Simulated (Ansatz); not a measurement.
# MoS2 (R3m), phonons: input and output

Level of theory: LDA, PAW on Ansatz 0.2.0's default frozen-core files (fitted under PBE), scalar-relativistic.

Cell and atoms were relaxed beforehand by PAW with this functional.

Launched as:

```sh
ansatz run input.yaml --threads 2 --pin off --max-ram 6144MiB --backend cpu --events-out ev --progress --plain --runs-dir out
```

Input file:

```yaml
crystal:
  lattice:
    - [1.56314456275, 0.90248193409, 5.99059243507]
    - [-1.56314456275, 0.90248193409, 5.99059243507]
    - [0.0, -1.80496386818, 5.99059243507]
  atoms:
    - { symbol: Mo, position: [8.4921435e-05, 8.4921435e-05, 8.4921435e-05] }
    - { symbol: S, position: [0.247101955122, 0.247101955122, 0.247101955122] }
    - { symbol: S, position: [0.419813123444, 0.419813123444, 0.419813123444] }
kpoints:
  mp_grid: { grid: [6, 6, 6] }
scf:
  occupations: { method: fixed }
hamiltonian:
  xc: lda
  pseudopotentials: { kind: paw }
phonons:
  method: dfpt
  dielectric: true
  rigid_motions: translations
```

Output (shortened where marked):

```
Warning: RAYON_NUM_THREADS=2 ignored (pool sized by the plan → 2); use --threads N
Engine: ansatz 0.2.0, aarch64-unknown-linux-gnu
Pseudopotentials: kind: paw
Pseudopotential: Mo, paw, valence charge 14, recommended cutoff 420 eV (normal), Mo.paw.azcp
Pseudopotential: S, paw, valence charge 6, recommended cutoff 420 eV (normal), S.paw.azcp
Functional definition: SPW92
  exchange = slater_x
  correlation = pw_c
Crystal: 3 atoms, lattice volume = 50.706 Å³
Basis set: ecut = 420 eV, 999 PW (Γ), exchange–correlation on 90×90×90 points (8 copies of the dense FFT grid, shifted against one another)
Bands: 17, of which v1, the nominal top of the filled ones, is band 13 counted from 1 (12 counted from 0)
Symmetry: 6 space group operations
k-points: 68 of 216 (irreducible under 2 space group operations, time reversal used)
Non-local potential: Mo, projectors of the file, l = 0: 3, l = 1: 2, l = 2: 2, l = 3: 1
Non-local potential: S, projectors of the file, l = 0: 2, l = 1: 2, l = 2: 2
PAW form: soft (Blöchl's): semilocal exchange-correlation on the pseudo side does not see the compensation charge
[... 79 lines left out ...]
         0.00000   -1.12510    0.00000
        -0.00000    0.00000   -0.91269
    site 1:
         0.57443   -0.00000    0.00000
         0.00000    0.57443    0.00000
         0.00000    0.00000    0.52376
    site 2:
         0.55067    0.00000   -0.00000
         0.00000    0.55067   -0.00000
        -0.00000   -0.00000    0.38893
  Z* charge neutrality: 7.110e-3 e pre-enforcement
  solved inside a basis spanned on kpoints, on 8×8×8 k-points, its susceptibility summed on 10×10×10: ε∞ is read to err by 8.7e-2, Z* by 1.8e-2 e (field_mesh: kpoints solves on kpoints); Z* is corrected for what the basis lacks
  optical modes at Γ without the LO–TO term, one row a degenerate level:
      ω (cm⁻¹)  modes    IR ((D/Å)²/amu)
        291.87      2             0.0003
        388.63      2             1.5197
        414.90      1             0.0037
        469.69      1             0.5029
  optical modes at Γ + LO–TO along q̂ = [1.0000, 0.0000, 0.0000]:
      ω (cm⁻¹)  modes    IR ((D/Å)²/amu)
        291.87      1             0.0002
        291.87      1             0.0002
        388.63      1             0.7599
        391.25      1             0.7599
        414.90      1             0.0037
        469.69      1             0.5029
  optical modes at Γ + LO–TO along q̂ = [0.0000, 1.0000, 0.0000]:
      ω (cm⁻¹)  modes    IR ((D/Å)²/amu)
        291.87      1             0.0002
        291.87      1             0.0002
        388.63      1             0.7599
        391.25      1             0.7599
        414.90      1             0.0037
        469.69      1             0.5029
  optical modes at Γ + LO–TO along q̂ = [0.0000, 0.0000, 1.0000]:
      ω (cm⁻¹)  modes    IR ((D/Å)²/amu)
        291.87      2             0.0003
        388.63      2             1.5197
        414.93      1             0.0033
        472.59      1             0.5033
```

The run converged.

Field response:

Linear response of an insulating crystal by Kohn-Sham DFT to a field and to zone-centre displacements, local fields included; Born charges neutralised; LO modes for wave vectors along x and z; Cartesian axes as in the input.

| Quantity | Value |
| --- | --- |
| Dielectric electronic (x, y, z) | 15.66, 15.66, 7.755 |
| Dielectric static (x, y, z) | 15.87, 15.87, 7.852 |
| Highest phonon with field along x | 469.7 cm⁻¹ |
| Highest phonon with field along z | 472.6 cm⁻¹ |
| Highest phonon without field | 469.7 cm⁻¹ |

```
atom  born charge xx (e)  born charge yy (e)  born charge zz (e)
 Mo1              -1.125              -1.125              -0.913
  S2               0.574               0.574               0.524
  S3               0.551               0.551               0.389
```

**Zone-centre phonons**

Harmonic phonons of a crystal by Kohn-Sham DFT at the given cell, standard atomic masses, acoustic sum rule imposed; negative wavenumbers are unstable modes; optical zone-centre levels upwards with Mulliken labels, activity, and the element with most of the kinetic energy.

- Point group: 3m

| number | phonon wavenumber (cm⁻¹) | label | infrared | raman | lead element |
| --- | --- | --- | --- | --- | --- |
| 1 | 291.9 | E | yes | yes | S |
| 2 | 388.6 | E | yes | yes | S |
| 3 | 414.9 | A1 | yes | yes | S |
| 4 | 469.7 | A1 | yes | yes | S |

Limits of these numbers: frozen-core PAW files fitted under PBE, their cores solved anew for the functional of the run; no dispersion correction, so the spacing and stiffness between layers or molecules are poor; zone-boundary modes aren't tested; field response not resolved by the mesh; no LO-TO term at the zone centre.

Time and hardware: 62 s on 2 threads of Arm Neoverse V2, on a shared host, peak memory 0.62 GiB.
